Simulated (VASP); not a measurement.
# KI under changes of volume

One of the cells (44.973 Å³/atom); the others are scaled copies at fixed shape and fractional positions:

```
CELL_PARAMETERS angstrom
0.00000 3.55617 3.55617
3.55617 0.00000 3.55617
3.55617 3.55617 0.00000
ATOMIC_POSITIONS crystal
I 0.50000 0.50000 0.50000
K 0.00000 0.00000 0.00000
```

```yaml
Program: VASP 6.6.1
Functional: PBEsol
Potentials_or_basis: VASP PAW PBE potentials, release 64 (I, K_sv)
Cutoff: 520 eV
k_mesh: 7 × 7 × 7
Occupations: fermi-dirac, width 0.05 eV
Spin: no spin polarisation
```

```csv
volume (Å³/atom),energy over the lowest point (meV/atom),pressure (GPa),gap on the mesh (eV)
41.445,?,?,?
42.327,0.66,0.2,3.90
43.209,0.00,0.0,3.86
44.973,2.61,-0.5,3.77
45.854,5.58,-0.7,3.73
46.736,9.49,-0.8,3.70
```

Q: What does the run at 41.445 Å³/atom give?

A: Energy over the lowest point 2.85 meV/atom; pressure 0.5 GPa; gap on the mesh 3.95 eV.

Worked out: A Birch-Murnaghan fit of order 3 (a polynomial in V^(-2/3)) to the other rows has its minimum at 43.18 Å³/atom with B0 = V·E''(V) = 12.2 GPa and B' = 5.1. It gives 2.86 meV/atom at 41.445 Å³/atom, against the run's 2.85, and -dE/dV = 0.6 GPa, against 0.5. A straight line through the other rows of the gap, of slope -2.07 eV per unit of ln V (its deformation potential), extrapolates to 3.94 eV, against the run's 3.95.

Energies are extrapolated to zero smearing.

Caveats: the PAW data sets were made with another functional, which shifts forces and pressure a little; spin-orbit coupling is left out, which moves the levels of the heavy elements; an odd mesh through Γ misses points on the zone boundary, where band edges often lie (some runs).
